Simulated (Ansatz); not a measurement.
# Ag(100) / 1 layer Pd(100) / Ag(100): resistance against film thickness, part 2 of 2

How does the resistance across the layers grow with the film in Ag(100) / 1 layer Pd(100) / Ag(100)?

Ansatz 0.2.0; Ansatz plane-wave DFT, PBE, PAW files; ballistic transport by layer matching (Landauer), zero bias; PAW set soft_1.

So far. Step 3 (With 3 layers, film layers 3): The conductance of the junction is 5.6e14 S/m², 20 % under the 7.1e14 S/m² of the last finished run. Step 4 (With 5 layers, k-mesh 13×13×1, film layers 5): The conductance of the junction is 5.4e14 S/m², 3.6 % under the 5.6e14 S/m² of the last finished run, within the error estimates, leads' steps apart, of 8.6 and 5.6 %.

## (5) With 7 layers, k-mesh 13×13×1, film layers 7

The stack now holds 7 film layers; the k-mesh follows the cell, and the energies span -0.27 to 0.27 eV.

System of this step: Ag(100) / 7 layers Pd(100) / Ag(100). The cell holds 16 atoms: 9 Ag and 7 Pd. Its edges and angles: a = 2.889 Å, b = 2.889 Å, c = 30.725 Å, α = 90.0°, β = 90.0°, γ = 90.0°. It derives from Ag and Pd. Regions: lead, 9 atoms (9 Ag); films, 7 atoms (7 Pd). The structure is stacked along c, and the current runs across the ab planes.

Contents of input.yaml:

```yaml
crystal:
  lattice:
    - [2.8893797293, 0.0, 0.0]
    - [0.0, 2.8893797293, 0.0]
    - [0.0, 0.0, 30.7249300164]
  atoms:
    - { symbol: Ag, position: [0.0, 0.0, 0.033248245] }
    - { symbol: Ag, position: [0.5, 0.5, 0.0997447349] }
    - { symbol: Ag, position: [0.0, 0.0, 0.1662412249] }
    - { symbol: Ag, position: [0.5, 0.5, 0.2327377148] }
    - { symbol: Pd, position: [0.0, 0.0, 0.2946667877] }
    - { symbol: Pd, position: [0.5, 0.5, 0.3520284435] }
    - { symbol: Pd, position: [0.0, 0.0, 0.4093900992] }
    - { symbol: Pd, position: [0.5, 0.5, 0.466751755] }
    - { symbol: Pd, position: [0.0, 0.0, 0.5241134108] }
    - { symbol: Pd, position: [0.5, 0.5, 0.5814750666] }
    - { symbol: Pd, position: [0.0, 0.0, 0.6388367224] }
    - { symbol: Ag, position: [0.5, 0.5, 0.7007657952] }
    - { symbol: Ag, position: [0.0, 0.0, 0.7672622852] }
    - { symbol: Ag, position: [0.5, 0.5, 0.8337587751] }
    - { symbol: Ag, position: [0.0, 0.0, 0.9002552651] }
    - { symbol: Ag, position: [0.5, 0.5, 0.966751755] }
kpoints:
  mp_grid: { grid: [13, 13, 1] }
hamiltonian:
  xc: pbe
  pseudopotentials: { kind: paw, azcp: { folder: soft_1 } }
scf:
  occupations: { method: fermi_dirac, width: 0.1 }
output:
  transmission:
    leads: [[0, 1]]
    kmesh: [26, 26]
    e_range: [-0.27, 0.27]
    de: 0.036
  write_potential: true
  write_density: true
  volumetric_format: npy
```

Command:

```console
ansatz run input.yaml --threads 4 --pin off --max-ram 8192MiB --backend cpu --events-out ev --progress --plain --runs-dir out
```

It took 2.1 min on 4 threads of Arm Neoverse V1, shared host; peak memory 1.6 GiB; 7.7 min of CPU time.

This step gave:

- free energy: -117125.9091 eV
- energy at zero smearing: -117125.6973 eV
- Fermi energy: 18.21 eV
- step of the lead's potential: 2.8 meV
- ballistic conductance of the lead: 8.54e14 S/m²
- estimated errors of the lead's conductance: 0, 4.7, 0.4 % (band edges, k-mesh, distance from neutral)
- lead conductance per cell: 0.9200 G₀
- conductance of the junction: 5.54e14 S/m²
- junction conductance per cell: 0.5969 G₀
- estimated errors of the junction's conductance: 0, 0, 4.3, 1.2, 1 % (energy step, band edges, k-mesh, leads' steps, distance from neutral)
- area resistance that the stack adds (contact term taken off, spin by spin): 0.6339 fΩ m²

Per spin. Table of transmission, zone mean by energy, zero at the Fermi level:

| energy (eV) | transmission, zone mean |
| --- | --- |
| -0.270 | 0.537 |
| -0.234 | 0.571 |
| -0.198 | 0.558 |
| -0.162 | 0.539 |
| -0.126 | 0.542 |
| -0.090 | 0.552 |
| -0.054 | 0.594 |
| -0.018 | 0.592 |
| 0.018 | 0.605 |
| 0.054 | 0.601 |
| 0.090 | 0.611 |
| 0.126 | 0.653 |
| 0.162 | 0.653 |
| 0.198 | 0.669 |
| 0.234 | 0.660 |
| 0.270 | 0.672 |

The conductance of the junction is 5.5e14 S/m², 2.3 % over the 5.4e14 S/m² of the last finished run, within the error estimates, leads' steps apart, of 5.6 and 4.3 %.

## (6) With 9 layers, k-mesh 13×13×1, film layers 9

The stack now holds 9 film layers; the k-mesh follows the cell, and the energies span -0.27 to 0.27 eV.

System of this step: Ag(100) / 9 layers Pd(100) / Ag(100). The cell holds 18 atoms: 9 Ag and 9 Pd. Cell: a = 2.889 Å, b = 2.889 Å, c = 34.250 Å, α = 90.0°, β = 90.0°, γ = 90.0°. It derives from Ag and Pd. Regions: lead, 9 atoms (9 Ag); films, 9 atoms (9 Pd). The structure is stacked along c, and the current runs across the ab planes.

input.yaml, the sections that differ from step 5:

```yaml
crystal:
  lattice:
    - [2.8893797293, 0.0, 0.0]
    - [0.0, 2.8893797293, 0.0]
    - [0.0, 0.0, 34.2497957354]
  atoms:
    - { symbol: Ag, position: [0.0, 0.0, 0.0298264553] }
    - { symbol: Ag, position: [0.5, 0.5, 0.0894793658] }
    - { symbol: Ag, position: [0.0, 0.0, 0.1491322763] }
    - { symbol: Ag, position: [0.5, 0.5, 0.2087851868] }
    - { symbol: Pd, position: [0.0, 0.0, 0.2643407423] }
    - { symbol: Pd, position: [0.5, 0.5, 0.3157989429] }
    - { symbol: Pd, position: [0.0, 0.0, 0.3672571435] }
    - { symbol: Pd, position: [0.5, 0.5, 0.4187153441] }
    - { symbol: Pd, position: [0.0, 0.0, 0.4701735447] }
    - { symbol: Pd, position: [0.5, 0.5, 0.5216317453] }
    - { symbol: Pd, position: [0.0, 0.0, 0.5730899459] }
    - { symbol: Pd, position: [0.5, 0.5, 0.6245481465] }
    - { symbol: Pd, position: [0.0, 0.0, 0.6760063471] }
    - { symbol: Ag, position: [0.5, 0.5, 0.7315619027] }
    - { symbol: Ag, position: [0.0, 0.0, 0.7912148132] }
    - { symbol: Ag, position: [0.5, 0.5, 0.8508677237] }
    - { symbol: Ag, position: [0.0, 0.0, 0.9105206342] }
    - { symbol: Ag, position: [0.5, 0.5, 0.9701735447] }
# kpoints, hamiltonian, scf, output: as in step 5
```

Wall time 2.5 min (4 threads); peak memory 1.9 GiB.

This step gave:

```yaml
free_energy: -131071.7007 eV
energy_at_zero_smearing: -131071.4336 eV
fermi_energy: 18.37 eV
ballistic_conductance_of_the_lead: 8.55e14 S/m²
estimated_errors_of_the_lead_s_conductance: 0, 4.6, 0.5 % (band edges, k-mesh, distance from neutral)
lead_conductance_per_cell: 0.9214 G₀
conductance_of_the_junction: 5.36e14 S/m²
junction_conductance_per_cell: 0.5771 G₀
estimated_errors_of_the_junction_s_conductance: 0.6, 0, 4.8, 1.5, 0.1 % (energy step, band edges, k-mesh, leads' steps, distance from neutral)
area_resistance_that_the_stack_adds_contact_term_taken_off_spin_by_spin: 0.6975 fΩ m²
```

Per spin. The transmission, zone mean by energy, zero at the Fermi level:

| energy (eV) | transmission, zone mean |
| --- | --- |
| -0.270 | 0.545 |
| -0.234 | 0.565 |
| -0.198 | 0.568 |
| -0.162 | 0.554 |
| -0.126 | 0.544 |
| -0.090 | 0.592 |
| -0.054 | 0.583 |
| -0.018 | 0.590 |
| 0.018 | 0.556 |
| 0.054 | 0.600 |
| 0.090 | 0.616 |
| 0.126 | 0.651 |
| 0.162 | 0.658 |
| 0.198 | 0.646 |
| 0.234 | 0.657 |
| 0.270 | 0.659 |

The conductance of the junction is 5.4e14 S/m², 3.3 % under the 5.5e14 S/m² of the last finished run, within the error estimates, leads' steps apart, of 4.3 and 4.8 %.

## (7) Cost and result by level

Times are for 4 threads of Arm Neoverse V1, shared host. Results by setting:

| no. | film layers | area resistance that the stack adds (contact term taken off, spin by spin) (fΩ m²) | conductance of the junction (S/m²) | time | memory (GiB) |
| --- | --- | --- | --- | --- | --- |
| 1 | 1 | 0.2523 | 7.05e14 | 2.3 min | 1.1 |
| 2 | 3 | 0.6116 | 5.62e14 | 94 s | 1.4 |
| 3 | 5 | 0.6765 | 5.42e14 | 97 s | 1.3 |
| 4 | 7 | 0.6339 | 5.54e14 | 2.1 min | 1.6 |
| 5 | 9 | 0.6975 | 5.36e14 | 2.5 min | 1.9 |

## (8) What came out

- area resistance, 1 layer: 0.252 fΩ m²
- area resistance, 3 layers: 0.612 fΩ m²
- area resistance, 5 layers: 0.676 fΩ m²
- area resistance, 7 layers: 0.634 fΩ m²
- area resistance, 9 layers: 0.697 fΩ m²

The stack adds 0.25 fΩ m² with 1 layer and 0.70 fΩ m² with 9. From 3 layers on no step exceeds the two runs' error estimates together, as expected where only the two interfaces scatter; half the mean, 0.33 fΩ m², is a rough coherent figure for one interface. Atoms sit on ideal sites and aren't relaxed. The program's error estimates for the conductances, leads' steps apart, run from 2.6 to 8.6 %. Pd(100) is stretched by 5.0 % in plane to fit Ag(100). 1 further run is left out: refused by the program, or repeats without effect or without named leads.

[Logs are printed without paths, hosts, clocks, repeated set-up lines and the standing remarks that a program may print on its own settings, such as how far it seeks lower states.]

[Hosts, paths, dates, database ids (printed as entryN), source tags and the programs' standing remarks are cut or masked in the printed files.]
